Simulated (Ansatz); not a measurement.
Cl:

```
Cl
1.0
     3.14500   -2.25000    0.00000
     3.14500    2.25000    0.00000
     0.00000    0.00000    8.21000
Cl
4
Direct
  0.37000 0.63000 0.40000
  0.13000 0.87000 0.90000
  0.63000 0.37000 0.60000
  0.87000 0.13000 0.10000
```

```yaml
Program: Ansatz 0.2.0
Task: relaxation of cell and atoms
Functional: PBE
Dispersion: D3(BJ)-ATM
Potentials_or_basis: Ansatz PAW
Cutoff: "420 eV (not typed: the program's choice for these potentials)"
k_mesh: 7 × 7 × 4
Occupations: fermi-dirac, width 0.05 eV
Spin: no spin polarisation
```

At the start: volume 29.05 Å³/atom.

Question: Where does the relaxation end?

Answer: It ends after 8 steps and the volume is 27.40 Å³/atom (-5.7 %); space group Cmce (No. 64, to 0.05 Å).

The path:
```
step  energy change (eV)  largest force (eV/Å)  volume (Å³)
   1              0.0000                0.1000       116.19
   2             -0.0281                0.0994       112.28
   3             -0.0350                0.0197       110.74
   4             -0.0427                0.0085       109.47
   5             -0.0476                0.0536       108.88
   6             -0.0485                0.0008       109.54
   7             -0.0486                0.0064       109.61
   8             -0.0487                0.0063       109.61
```

Final structure:
```
Cl
1.0
     3.31231   -2.04186    0.00000
     3.31231    2.04186    0.00000
     0.00000    0.00000    8.10326
Cl
4
Direct
  0.37598 0.62402 0.39125
  0.12402 0.87598 0.89125
  0.62402 0.37598 0.60875
  0.87598 0.12402 0.10875
```

Caveat: the plane-wave basis is chosen anew once the cell has moved, so the energies of steps on either side of that aren't comparable.
